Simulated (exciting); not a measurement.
# Si in exciting: reference runs

How does Si come out in PBEsol? The cell is run as given.

Program: exciting (release sodium). These are calculated values, not measurements. Logs are shortened: lines on timing, memory, paths and dates and some standing lists are left out, and cuts for length are marked.

### Step 1. The structure

The cell holds a sheet with vacuum, 1 atom: a = 2.399 Å, b = 2.418 Å, c = 23.800 Å, α = 90.00°, β = 90.00°, γ = 90.00°.

The cell was built by a generator and needn't be a form met in nature.

### Step 2. Single point, PBEsol

The input, input.xml:

```xml
<input>
  <title>Si</title>
  <structure speciespath="./" tshift="false">
    <crystal scale="1">
      <basevect>4.534057685337 0.000000000000 0.000000000000</basevect>
      <basevect>0.000000000000 4.569244385778 0.000000000000</basevect>
      <basevect>0.000000000000 0.000000000000 44.975481766093</basevect>
    </crystal>
    <species speciesfile="Si.xml" rmt="2">
      <atom coord="0.500000000000 0.500000000000 0.294120000000"/>
    </species>
  </structure>
  <groundstate do="fromscratch" ngridk="11 11 1" rgkmax="7.5" gmaxvr="14" lmaxapw="10" lmaxmat="10" lmaxvr="8" xctype="GGA_PBE_SOL" stype="Fermi Dirac" swidth="0.00183747" nempty="8" ValenceRelativity="iora*" epsengy="1e-05" epspot="1e-05" maxscl="60" tforce="true" outputlevel="normal"/>
  <properties>
    <chargedensityplot>
      <plot3d>
        <box grid="12 13 119">
          <origin coord="0 0 0"/>
          <point coord="1 0 0"/>
          <point coord="0 1 0"/>
          <point coord="0 0 1"/>
        </box>
      </plot3d>
    </chargedensityplot>
    <elfplot>
      <plot3d>
        <box grid="12 13 119">
          <origin coord="0 0 0"/>
          <point coord="1 0 0"/>
          <point coord="0 1 0"/>
          <point coord="0 0 1"/>
        </box>
      </plot3d>
    </elfplot>
    <exccplot>
      <plot3d>
        <box grid="12 13 119">
          <origin coord="0 0 0"/>
          <point coord="1 0 0"/>
          <point coord="0 1 0"/>
          <point coord="0 0 1"/>
        </box>
      </plot3d>
    </exccplot>
  </properties>
</input>
```

Potentials or basis: all-electron LAPW+lo, shipped species files, valence relativity iora*.

Command:

```console
OMP_NUM_THREADS=1 exciting_smp
```

INFO.OUT:

```text
================================================================================
EXCITING SODIUM started
[... 10 lines left out ...]

 Lattice vectors (cartesian) :
      4.5340576853      0.0000000000      0.0000000000
      0.0000000000      4.5692443858      0.0000000000
      0.0000000000      0.0000000000     44.9754817661

 Reciprocal lattice vectors (cartesian) :
      1.3857753349      0.0000000000      0.0000000000
      0.0000000000      1.3751037976      0.0000000000
      0.0000000000      0.0000000000      0.1397024570

 Unit cell volume                           :     931.7668434708
 Brillouin zone volume                      :       0.2662148961

 Species :    1 (Si)
     parameters loaded from                 :    Si.xml
     name                                   :    silicon
     nuclear charge                         :     -14.00000000
     electronic charge                      :      14.00000000
     atomic mass                            :   51196.73454000
     muffin-tin radius                      :       2.00000000
     # of radial points in muffin-tin       :     300

     atomic positions (lattice) :
       1 :   0.50000000  0.50000000  0.29412000

 Total number of atoms per unit cell        :       1

 Spin treatment                             :    spin-unpolarised

 Number of Bravais lattice symmetries       :       8
 Number of crystal symmetries               :       4

 k-point grid                               :      11   11    1
 Total number of k-points                   :      36
 k-point set is reduced with crystal symmetries

 R^MT_min * |G+k|_max (rgkmax)              :       7.50000000
 Species with R^MT_min                      :       1 (Si)
 Maximum |G+k| for APW functions            :       3.75000000
 Maximum |G| for potential and density      :      14.00000000

 G-vector grid sizes                        :      24    24   216
 Total number of G-vectors                  :   43161

 Maximum angular momentum used for
     APW functions                          :      10
     computing H and O matrix elements      :      10
     potential and density                  :       8
     inner part of muffin-tin               :       2

 Total nuclear charge                       :     -14.00000000
 Total electronic charge                    :      14.00000000
 Total core charge                          :      10.00000000
 Total valence charge                       :       4.00000000

 Number of empty states                     :       8
 Total number of valence states             :      11

 Maximum Hamiltonian size                   :     854
 Maximum number of plane-waves              :     850
 Total number of local-orbitals             :       4

 Exchange-correlation type                  :      22
     PBEsol, Phys. Rev. Lett. 100, 136406 (2008)
     Generalised gradient approximation (GGA)

 Smearing scheme                            :    Fermi-Dirac
 Smearing width                             :       0.00183747

 Using multisecant Broyden potential mixing
[... 6 lines left out ...]
* Groundstate module started                                                   *
********************************************************************************
 Output level for this task is set to normal

++++++++++++++++++++++++++++++++++++++++++++++++++++++++++++++++++++++++++++++++
[... 5 lines left out ...]
+ SCF iteration number :    1                                                  +
++++++++++++++++++++++++++++++++++++++++++++++++++++++++++++++++++++++++++++++++
 Total energy                               :      -290.76173425
 _______________________________________________________________
 Fermi energy                               :        -0.16281560
 Kinetic energy                             :       288.92892199
 Coulomb energy                             :      -559.38639528
 Exchange energy                            :       -19.67824593
 Correlation energy                         :        -0.62601502

 DOS at Fermi energy (states/Ha/cell)       :        12.07167320

 Electron charges :
     core                                   :        10.00000000
     core leakage                           :         0.00374572
     valence                                :         4.00000000
     interstitial                           :         2.26229244
     charge in muffin-tin spheres :
                  atom     1    Si          :        11.73770756
     total charge in muffin-tins            :        11.73770756
     total charge                           :        14.00000000

++++++++++++++++++++++++++++++++++++++++++++++++++++++++++++++++++++++++++++++++
+ SCF iteration number :    2                                                  +
++++++++++++++++++++++++++++++++++++++++++++++++++++++++++++++++++++++++++++++++
 Total energy                               :      -290.26061773
 _______________________________________________________________
 Fermi energy                               :        -0.14861322
 Kinetic energy                             :       289.40410862
 Coulomb energy                             :      -559.36619562
 Exchange energy                            :       -19.67273601
 Correlation energy                         :        -0.62579473

 DOS at Fermi energy (states/Ha/cell)       :        11.66351810

 Electron charges :
     core                                   :        10.00000000
     core leakage                           :         0.00373992
     valence                                :         4.00000000
     interstitial                           :         2.27293399
     charge in muffin-tin spheres :
                  atom     1    Si          :        11.72706601
     total charge in muffin-tins            :        11.72706601
     total charge                           :        14.00000000

 RMS change in effective potential (target) :  0.824211E-01  ( 0.100000E-04)
 Absolute change in total energy   (target) :  0.501117      ( 0.100000E-04)
 Charge distance                   (target) :  0.427253E-02  ( 0.100000E-04)
 Abs. change in max-nonIBS-force   (target) :   0.00000      ( 0.500000E-04)

++++++++++++++++++++++++++++++++++++++++++++++++++++++++++++++++++++++++++++++++
+ SCF iteration number :    3                                                  +
++++++++++++++++++++++++++++++++++++++++++++++++++++++++++++++++++++++++++++++++
 Total energy                               :      -289.91584198
 _______________________________________________________________
 Fermi energy                               :        -0.13900984
 Kinetic energy                             :       289.73195092
 Coulomb energy                             :      -559.35315049
 Exchange energy                            :       -19.66900996
 Correlation energy                         :        -0.62563245

 DOS at Fermi energy (states/Ha/cell)       :        11.72485988

 Electron charges :
     core                                   :        10.00000000
     core leakage                           :         0.00373304
     valence                                :         4.00000000
     interstitial                           :         2.28032539
     charge in muffin-tin spheres :
                  atom     1    Si          :        11.71967461
     total charge in muffin-tins            :        11.71967461
     total charge                           :        14.00000000
[... 241 lines left out ...]
 DOS at Fermi energy (states/Ha/cell)       :        20.48287486

 Electron charges :
     core                                   :        10.00000000
     core leakage                           :         0.00370466
     valence                                :         4.00000000
     interstitial                           :         2.29127979
     charge in muffin-tin spheres :
                  atom     1    Si          :        11.70872021
     total charge in muffin-tins            :        11.70872021
     total charge                           :        14.00000000

 RMS change in effective potential (target) :  0.123597E-06  ( 0.100000E-04)
 Absolute change in total energy   (target) :  0.367524E-05  ( 0.100000E-04)
 Charge distance                   (target) :  0.280890E-07  ( 0.100000E-04)
 Abs. change in max-nonIBS-force   (target) :   0.00000      ( 0.500000E-04)

++++++++++++++++++++++++++++++++++++++++++++++++++++++++++++++++++++++++++++++++
+ SCF iteration number :   13                                                  +
++++++++++++++++++++++++++++++++++++++++++++++++++++++++++++++++++++++++++++++++
 Total energy                               :      -289.47576092
 _______________________________________________________________
 Fermi energy                               :        -0.12666785
 Kinetic energy                             :       290.14941236
 Coulomb energy                             :      -559.33630124
 Exchange energy                            :       -19.66350676
 Correlation energy                         :        -0.62536528

 DOS at Fermi energy (states/Ha/cell)       :        20.48283837

 Electron charges :
     core                                   :        10.00000000
     core leakage                           :         0.00370466
     valence                                :         4.00000000
     interstitial                           :         2.29127971
     charge in muffin-tin spheres :
                  atom     1    Si          :        11.70872029
     total charge in muffin-tins            :        11.70872029
     total charge                           :        14.00000000

 RMS change in effective potential (target) :  0.480280E-06  ( 0.100000E-04)
 Absolute change in total energy   (target) :  0.504284E-05  ( 0.100000E-04)
 Charge distance                   (target) :  0.247549E-07  ( 0.100000E-04)
 Abs. change in max-nonIBS-force   (target) :   0.00000      ( 0.500000E-04)

++++++++++++++++++++++++++++++++++++++++++++++++++++++++++++++++++++++++++++++++
| Convergency criteria checked for the last 2 iterations                       +
| Convergence targets achieved. Performing final SCF iteration                 +
++++++++++++++++++++++++++++++++++++++++++++++++++++++++++++++++++++++++++++++++
 Total energy                               :      -289.47575868
 _______________________________________________________________
 Fermi energy                               :        -0.12666783
 Kinetic energy                             :       290.14941453
 Coulomb energy                             :      -559.33630119
 Exchange energy                            :       -19.66350674
 Correlation energy                         :        -0.62536528

 DOS at Fermi energy (states/Ha/cell)       :        20.48284687

 Electron charges :
     core                                   :        10.00000000
     core leakage                           :         0.00370466
     valence                                :         4.00000000
     interstitial                           :         2.29127974
     charge in muffin-tin spheres :
                  atom     1    Si          :        11.70872026
     total charge in muffin-tins            :        11.70872026
     total charge                           :        14.00000000

++++++++++++++++++++++++++++++++++++++++++++++++++++++++++++++++++++++++++++++++
+ Self-consistent loop stopped                                                 +
++++++++++++++++++++++++++++++++++++++++++++++++++++++++++++++++++++++++++++++++
 STATE.OUT is written

--------------------------------------------------------------------------------
- Writing atomic positions and forces                                          -
--------------------------------------------------------------------------------

 Atomic positions (lattice) :
 atom     1  Si  :     0.50000000    0.50000000    0.29412000

 Total atomic forces including IBS (cartesian) :
 atom     1  Si  :     0.00000000    0.00000000    0.00000000

 Atomic force components including IBS (cartesian) :
 atom     1  Si  :     0.00000000    0.00000000    0.00000000   HF force
                 :     0.00000000    0.00000000    0.00000000   core correction
                 :     0.00000000    0.00000000    0.00000000   IBS correction

********************************************************************************
* Groundstate module stopped                                                   *
********************************************************************************

================================================================================
| EXCITING SODIUM stopped                                                      =
================================================================================
```

Run time: 4.2 min. Hardware: 1 thread of Intel Xeon Platinum 8488C (Sapphire Rapids), shared host; peak memory 0.21 GiB.

Results:

| Quantity | Value |
| --- | --- |
| Free energy | -7877.0427 eV |
| Band gap on the k mesh | none (metal or under the smearing width) |
| All electrons inside the program's atomic spheres | Si 11.71 (radii Si 2.0 bohr) |

Levels at points of the mesh, in eV from the Fermi level:
| k point | band 1 | band 2 | band 3 | band 4 | band 5 |
| --- | --- | --- | --- | --- | --- |
| (0.00, 0.00, 0.00) | -11.46 | -3.16 | 3.17 | 4.43 | 4.46 |

Caveat: the log's total energy holds no entropy term; the free energy is that total less TS from the occupations.
